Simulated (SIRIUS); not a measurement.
## Ti in SIRIUS: convergence with radial points in a sphere

Input of the first run (radial points in a sphere 200); the others differ in this setting and in those tied to it:

sirius.json

```json
{
  "control": {
    "processing_unit": "cpu",
    "std_evp_solver_name": "lapack",
    "gen_evp_solver_name": "lapack",
    "verbosity": 2,
    "print_forces": true,
    "ortho_rf": true,
    "use_second_variation": true,
    "rmt_max": 3.0,
    "num_bands_to_print": 23,
    "save_wf": true
  },
  "parameters": {
    "electronic_structure_method": "full_potential_lapwlo",
    "xc_functionals": ["XC_LDA_X", "XC_LDA_C_PW"],
    "core_relativity": "dirac",
    "valence_relativity": "iora",
    "num_fv_states": 23,
    "smearing": "fermi_dirac",
    "smearing_width": 0.0018374661,
    "pw_cutoff": 20,
    "gk_cutoff": 3.67,
    "lmax_apw": 10,
    "lmax_rho": 8,
    "lmax_pot": 8,
    "num_mag_dims": 0,
    "auto_rmt": 0,
    "ngridk": [10, 10, 6],
    "shiftk": [0, 0, 0],
    "num_dft_iter": 80,
    "energy_tol": 1e-07,
    "density_tol": 1e-05,
    "use_symmetry": true
  },
  "settings": {"tol_ne": 1e-10},
  "iterative_solver": {"type": "exact"},
  "mixer": {"type": "anderson", "beta": 0.5, "max_history": 8},
  "unit_cell": {
    "lattice_vectors": [[5.5746920676, 0.0, 0.0], [-2.7873460338, 4.8278249489, 0.0], [0.0, 0.0, 8.8439182632]],
    "atom_types": ["Ti"],
    "atom_files": {"Ti": "Ti.json"},
    "atoms": {"Ti": [[0.6666666667, 0.3333333333, 0.75], [0.3333333333, 0.6666666667, 0.25]]}
  }
}
```

The input Ti.json:

```json
{
  "name": "titanium",
  "symbol": "Ti",
  "number": 22,
  "mass": 47.867,
  "rmin": 1e-06,
  "rmt": 2.4,
  "nrmt": 200,
  "rinf": 17.51,
  "core": "1s2s2p",
  "valence": [
    {"basis": [{"enu": 0.09, "dme": 0, "n": 0, "auto": 0}, {"enu": 0.09, "dme": 1, "n": 0, "auto": 0}]},
    {"l": 0, "n": 1, "basis": [{"enu": 0.19, "dme": 0, "n": 0, "auto": 0}]},
    {"l": 1, "n": 2, "basis": [{"enu": 0.19, "dme": 0, "n": 0, "auto": 0}]},
    {"l": 2, "n": 3, "basis": [{"enu": 0.19, "dme": 0, "n": 0, "auto": 0}]},
    {"l": 3, "n": 4, "basis": [{"enu": 0.19, "dme": 0, "n": 0, "auto": 0}]}
  ],
  "lo": [
    {"l": 0, "basis": [{"enu": 0.19, "dme": 0, "n": 0, "auto": 0}, {"enu": 0.19, "dme": 1, "n": 0, "auto": 0}]},
    {
      "l": 0,
      "basis": [{"enu": -1.9303, "dme": 0, "n": 3, "auto": 1}, {"enu": -1.9303, "dme": 1, "n": 3, "auto": 1}]
    },
    {
      "l": 0,
      "basis": [{"enu": -1.9303, "dme": 1, "n": 3, "auto": 1}, {"enu": 0.19, "dme": 0, "n": 0, "auto": 0}]
    },
    {"l": 0, "basis": [{"enu": 0.19, "dme": 0, "n": 0, "auto": 0}, {"enu": 2.9678, "dme": 0, "n": 0, "auto": 0}]},
    {"l": 1, "basis": [{"enu": 0.19, "dme": 0, "n": 0, "auto": 0}, {"enu": 0.19, "dme": 1, "n": 0, "auto": 0}]},
    {
      "l": 1,
      "basis": [{"enu": -1.0703, "dme": 0, "n": 3, "auto": 1}, {"enu": -1.0703, "dme": 1, "n": 3, "auto": 1}]
    },
    {
      "l": 1,
      "basis": [{"enu": -1.0703, "dme": 1, "n": 3, "auto": 1}, {"enu": 0.19, "dme": 0, "n": 0, "auto": 0}]
    },
    {"l": 1, "basis": [{"enu": 0.19, "dme": 0, "n": 0, "auto": 0}, {"enu": 3.3844, "dme": 0, "n": 0, "auto": 0}]},
    {"l": 2, "basis": [{"enu": 0.19, "dme": 0, "n": 0, "auto": 0}, {"enu": 0.19, "dme": 1, "n": 0, "auto": 0}]},
    {"l": 2, "basis": [{"enu": 0.19, "dme": 1, "n": 0, "auto": 0}, {"enu": 0.19, "dme": 2, "n": 0, "auto": 0}]},
    {"l": 2, "basis": [{"enu": 0.19, "dme": 0, "n": 0, "auto": 0}, {"enu": 2.8983, "dme": 0, "n": 0, "auto": 0}]},
    {"l": 3, "basis": [{"enu": 0.19, "dme": 0, "n": 0, "auto": 0}, {"enu": 0.19, "dme": 1, "n": 0, "auto": 0}]},
    {"l": 3, "basis": [{"enu": 0.19, "dme": 0, "n": 0, "auto": 0}, {"enu": 3.2108, "dme": 0, "n": 0, "auto": 0}]}
  ],
  "free_atom": [... radial grid and density of the free atom, the start of the SCF ...]
}
```

File sirius_start.json:

```json
{
  "control": {
    "processing_unit": "cpu",
    "std_evp_solver_name": "lapack",
    "gen_evp_solver_name": "lapack",
    "verbosity": 1,
    "print_forces": false,
    "ortho_rf": true,
    "use_second_variation": true,
    "rmt_max": 3.0,
    "num_bands_to_print": 23,
    "save_wf": false
  },
  "parameters": {
    "electronic_structure_method": "full_potential_lapwlo",
    "xc_functionals": ["XC_LDA_X", "XC_LDA_C_PW"],
    "core_relativity": "dirac",
    "valence_relativity": "iora",
    "num_fv_states": 23,
    "smearing": "fermi_dirac",
    "smearing_width": 0.0055123983,
    "pw_cutoff": 20,
    "gk_cutoff": 2.93,
    "lmax_apw": 10,
    "lmax_rho": 8,
    "lmax_pot": 8,
    "num_mag_dims": 0,
    "auto_rmt": 0,
    "ngridk": [4, 4, 2],
    "shiftk": [0, 0, 0],
    "num_dft_iter": 30,
    "energy_tol": 0.01,
    "density_tol": 0.05,
    "use_symmetry": true
  },
  "settings": {"tol_ne": 1e-10},
  "iterative_solver": {"type": "exact"},
  "mixer": {"type": "anderson", "beta": 0.5, "max_history": 8},
  "unit_cell": {
    "lattice_vectors": [[5.5746920676, 0.0, 0.0], [-2.7873460338, 4.8278249489, 0.0], [0.0, 0.0, 8.8439182632]],
    "atom_types": ["Ti"],
    "atom_files": {"Ti": "Ti.json"},
    "atoms": {"Ti": [[0.6666666667, 0.3333333333, 0.75], [0.3333333333, 0.6666666667, 0.25]]}
  }
}
```

Potentials or basis: all-electron FP-LAPW, apw+lo standard.

The run is started by

```console
$ OMP_NUM_THREADS=1 sirius.scf --input=sirius_start.json --output=start.json
$ OMP_NUM_THREADS=1 sirius.scf --input=sirius.json --output=output.json --task=1
```

Hardware: 1 thread of Arm Neoverse V1 (shared host).

**Question.** The values tried are 200, 300, 450, 700, 1000, 1500, loosest first. From which on does the energy stay within 1 meV/atom of the tightest run that finished?

**Answer.** From 300 on.

```csv
radial points in a sphere,"energy less the tightest run, at zero smearing (meV/atom)",SCF cycles,CPU time (s),peak memory (GiB)
200,1.22,6,36,0.36
300,-0.38,6,38,0.36
450,-0.15,6,39,0.38
700,-0.03,6,40,0.42
1000,-0.01,6,43,0.47
1500,0.00,6,47,0.55
```

The tightest run that finished is the yardstick and may itself not be fully converged.
